Question

The table describes cubic HfO₂ in a density-functional calculation. Each row collects the electronic states between two energies, measured from the Fermi level. "States in the window" counts the electrons that these states can hold in one cell, and each "share" says how much of their character belongs to one kind of atomic orbital. The highest filled state, the valence top, lies at −1.80 eV, and the computed band gap above it is 3.59 eV. PBEsol tends to give gaps that are too small.

Ansatz 0.2.0, scalar-relativistic plane-wave PAW calculation with PBEsol, not spin-polarised, for cubic HfO₂ (Fm-3m) in a fixed cell; cutoff 500 eV, 10×10×10 k mesh, Gaussian smearing of 0.05 eV. The Fermi level lies at mid-gap, states are counted in electrons per cell, and shares are fractions of the Loewdin projections.

```
bottom of the window, from the Fermi level (eV)  top of the window (eV)  states in the window (per cell)  share of Hf 5d  share of Hf 6s  share of O 2p  share of O 2s
                                         -20.39                  -17.53                             4.00            0.11            0.05           0.00           0.80
                                         -12.85                  -12.53                            14.00            0.00            0.00           0.00           0.00
                                          -8.27                   -1.77                            12.00            0.14            0.02           0.82           0.01
                                          -8.26                   -6.09                             2.99            0.24            0.03           0.71           0.00
                                          -6.09                   -3.94                             4.27            0.14            0.02           0.81           0.02
                                          -2.40                   -1.79                             0.37            0.02            0.00           0.97           0.00
                                           1.79                    2.40                             0.61            0.82            0.04           0.13           0.00
```

(a) Explain why the oxygen valence band contains Hf 5d character at all, and why its share should depend on energy.
(b) Find a rule for the Hf 5d and O 2p shares that can be used with pencil and paper. Work it for the windows that begin at −8.26 and −6.09 eV.
(c) Test the rule on a part of the valence band that has no row of its own.
(d) Say where the rule stops working, and why.

Model answer

(a) In an ionic picture the oxygen atoms have filled 2p shells and the hafnium 5d shell is empty. The orbitals of neighbouring atoms overlap, however, and a 2p orbital can lower its energy by taking in some 5d in the bonding phase. Other things being equal, the more a state gains in this way, the lower it sits in the band and the more 5d it holds. A state that finds no suitable 5d partner misses this lowering and holds no 5d.

The smallest model has one O 2p level at energy E_p, one Hf 5d level at the higher energy E_d, and a coupling t between them. A mixed state of energy E has amplitude a on oxygen and b on hafnium, which obey

(E − E_p) a = t b
(E − E_d) b = t a

Multiply the first equation by a and the second by b. The right-hand sides are then equal, so the coupling drops out. With d = E_p − E for the depth of the state below the oxygen level, S = E_d − E_p for the separation of the levels, and a² + b² = 1, the result is

5d share = b² = d / (2d + S)

The share is zero at the unmixed oxygen level and grows with depth. As long as d is much smaller than S, it grows in proportion to d. The table shows that the states at the valence top are almost pure O 2p, so the top is used here in place of the unmixed level. This is a convenience, because overlap among the oxygen atoms can shift even a pure O 2p state. The model then suggests a rule of the simplest kind: measure the depth from the valence top and multiply by a constant.

(b) The constant has to come from the table. The depth of a window is taken at its centre. For the lowest window,

centre = −(8.26 + 6.09)/2 = −7.18 eV
depth = 7.18 − 1.80 = 5.38 eV
5d share per eV = 0.24 / 5.38 ≈ 0.045

The middle window, from −6.09 to −3.94 eV, has a depth of 3.22 eV and gives nearly the same quotient. The O 2p share can be treated alike, since it falls short of one by about 0.055 for each eV of depth. The rule is therefore

Hf 5d share ≈ 0.045 × depth in eV
O 2p share ≈ 1 − 0.055 × depth in eV

For the lowest window it returns 0.24 for Hf 5d and 0.70 for O 2p, where the table has 0.24 and 0.71. For the middle window it returns 0.14 and 0.82, where the table has 0.14 and 0.81. The small remainder belongs to other orbitals, among them Hf 6s and, in the middle window, O 2s.

This agreement shows that one straight line, starting from zero at the valence top, describes both windows. It is not a prediction, because both windows helped to set the constants. The third separate valence window, just below the valence top, is only a weak test, because any line that starts from zero at the top gives a small share there. The rule returns 0.013 for Hf 5d, and the value behind the table's rounded 0.02 is 0.016.

(c) Between −3.94 and −2.40 eV there are valence states without a row. The row with 12 states covers the whole valence band, so subtracting the three separate windows leaves

12.00 − 2.99 − 4.27 − 0.37 = 4.37 electrons

The same subtraction, applied to the 5d character with the shares kept to three digits, leaves a share of 0.07 to 0.08 for these electrons. The range arises because the orbital projections do not add up exactly to the counted states.

The centre of this gap in the list is at −3.17 eV, so its depth is 1.37 eV and the rule gives 0.06. That is slightly low, by roughly 0.01, for a stretch of the band that had no part in setting the slope. For the Hf 5d share, averaged over windows about 2 eV wide, an accuracy of 0.01 to 0.02 is thus a fair expectation inside this band. The O 2p rule has not been put to this test. The analysis printed below gives the misses for every row.

(d) The rule holds for averages over states that descend from O 2p. It does not hold for each single state, since symmetry keeps some of them from mixing with 5d however deep they lie. For states of other descent it fails completely. For the window near −19 eV it would give a 5d share of 0.77, whereas the table has 0.11. These states descend from O 2s, so their distance from the top of the 2p band does not measure their bonding with hafnium.

The window near −12.7 eV fails for the same reason. Its 14 electrons fill the Hf 4f shell, which has no column in the table, and this is why all the listed shares are zero. The 4f orbitals are compact and hardly mix with their neighbours. Depth alone would have suggested strong 5d mixing where there is none. In a measured spectrum this shell is expected to lie further below the valence band, because functionals like PBEsol tend to place compact shells too high, and to be split in two by the spin-orbit coupling left out here.

Above the gap the rule even gives a negative share. The states there descend from Hf 5d, and the roles are exchanged: the table shows 0.82 of Hf 5d with 0.13 of O 2p mixed in. In the two-level picture they are the antibonding partners of the mixed valence states. They are also empty, so their number of states is room for electrons and not a charge.

Remarks on the reasoning

A good answer separates the form of the rule from its constant. The two-level model explains why the share rises as bonding pulls a state down. That it starts near zero at the valence top is read from the table, and the model does not supply the slope. If the band gap is inserted for S, the lowest window should have

5d share = 5.38 / (2 × 5.38 + 3.59) ≈ 0.37

which is about one and a half times the value in the table. For the middle window the formula gives 0.32, more than twice the table value.

One could try to save the formula by choosing a larger separation. The lowest window would then need about 12 eV and the middle one about 17 eV. With the oxygen level held at the valence top, a single pair of levels cannot serve both windows, so the slope of 0.045 per eV must not be turned into a distance between atomic levels.

Two pieces of standard band physics point towards the cause. Oxygen orbitals overlap with each other as well as with hafnium, which spreads the 2p band upwards and downwards without itself adding any 5d. A state can therefore lie deep for reasons that have little to do with its 5d share. The same overlap is expected to lift the valence top above the unmixed oxygen level, so depths counted from the top are too large for the formula. In addition, the 5d levels form a broad band of their own, and most of them lie higher than its lower edge, so the gap is too small a value for S. The table does not separate these two effects, and a few averages over wide windows cannot show how straight the line really is.

A second remark concerns the word "share". The values come from projecting the states onto atomic orbitals. From the middle to the lowest window the 5d share rises by a factor of 1.8 if three digits are kept. If space is instead divided into regions around the atoms, the part of the density assigned to hafnium rises only by a factor of 1.2. Both measures agree that hafnium takes a larger part lower down, but the slope belongs to the orbital projection alone.

The average over a band can also mislead about its edge. The whole valence band has a 5d share of 0.14, yet an electron removed from its top comes almost entirely from O 2p. The coarse mesh makes the number of states in the narrow edge windows uncertain, so that number should not be used for finer arguments. The contrast in 5d share, 0.14 against 0.02, is far larger than the misses of the rule inside the band.

For a related oxide with an empty metal d shell, the way of thinking can be carried over but the constant cannot. Metal d levels closer to O 2p favour more mixing at a given depth, and levels further away favour less. Even for HfO₂ the slope belongs to this fixed cubic cell, which is under strong stress, because changed distances are expected to shift the levels and the balance between Hf–O and O–O overlap. One window well below the valence top is enough to set a new slope, and a second one is needed to see whether a straight line still serves.

Numerical output:

```
valence top from the Fermi level (eV): -1.796
band gap (eV): 3.592
hand rule on all rows, meant for the O 2p valence band only:
     row  depth of centre in eV  Hf 5d by rule  5d rule less table  O 2p by rule  2p rule less table
  -20.39                  17.16         0.7724              0.6624       0.05597             0.05597
  -12.85                  10.89         0.4902              0.4902        0.4008              0.4008
   -8.27                  3.224         0.1451            0.005089        0.8227             0.00267
   -8.26                  5.379         0.2421            0.002064        0.7041           -0.005855
   -6.09                  3.219         0.1449            0.004864        0.8229             0.01294
    -2.4                 0.2992        0.01346           -0.006536        0.9835             0.01354
    1.79                 -3.891        -0.1751             -0.9951         1.214               1.084
fit of s_Hf_5d on 3 rows (parts): coefficient of depth 0.04437 +/- 0.00084; rms 0.00428, worst -2.4 -0.00672, leave-one-out rms 0.00533
  rows outside the fit (model, value, miss): -20.39 0.7616, 0.11, 0.652; -12.85 0.4834, 0, 0.483; -8.27 0.1431, 0.14, 0.00306; 1.79 -0.1726, 0.82, -0.993
fitted loss of O 2p share per eV of depth: 0.05536
two-level 5d share, lowest window: 0.3749
two-level 5d share, middle window: 0.321
two-level 5d share, valence edge: 0.07141
level separation needed for the lowest window (eV): 11.65
level separation needed for the middle window (eV): 16.56
electrons in the unlisted valence window: 4.37
its 5d share by subtraction, weighted with counted states: 0.07707
its 5d share by subtraction, weighted with projected totals: 0.06605
its 5d share by the hand rule: 0.06184
Hf share lowest over middle window, real-space division: 1.225
Hf 5d share lowest over middle window, orbital projection: 1.714
```
